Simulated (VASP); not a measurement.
A run of VASP 6.6.1:

The input INCAR:

```
ALGO = Fast ; EDIFF = 1E-7
ENCUT = 520 ; GGA = CA
ISIF = 2 ; ISMEAR = -1
LASPH = T ; LCHARG = F
LREAL = F ; LWAVE = F
NBANDS = 8 ; NELM = 100
PREC = Accurate ; SIGMA = 0.1
```

Contents of KPOINTS:

```
k-points
0
Gamma
  16 16 16
```

POSCAR

```
P
1.0
   -1.4622016120      1.4622016120      1.4622016120
    1.4622016120     -1.4622016120      1.4622016120
    1.4622016120      1.4622016120     -1.4622016120
P
1
Direct
    0.0000000000      0.0000000000      0.0000000000
```

Potentials or basis: VASP PAW LDA potentials, release 64 (P).

Launch:

```console
$ cat potpaw_LDA.64/P/POTCAR > POTCAR
$ mpirun -np 1 vasp_std > vasp.out
```

Hardware: 1 thread of Intel(R) Xeon(R) Platinum 8488C (Sapphire Rapids) (shared host).

Task: Estimate the wall time of this run.

Result: Run time: 7.8 s on 1 thread of Intel(R) Xeon(R) Platinum 8488C (Sapphire Rapids), on a shared host, peak memory 0.12 GiB. Counts: scf iterations 12, k points 145.
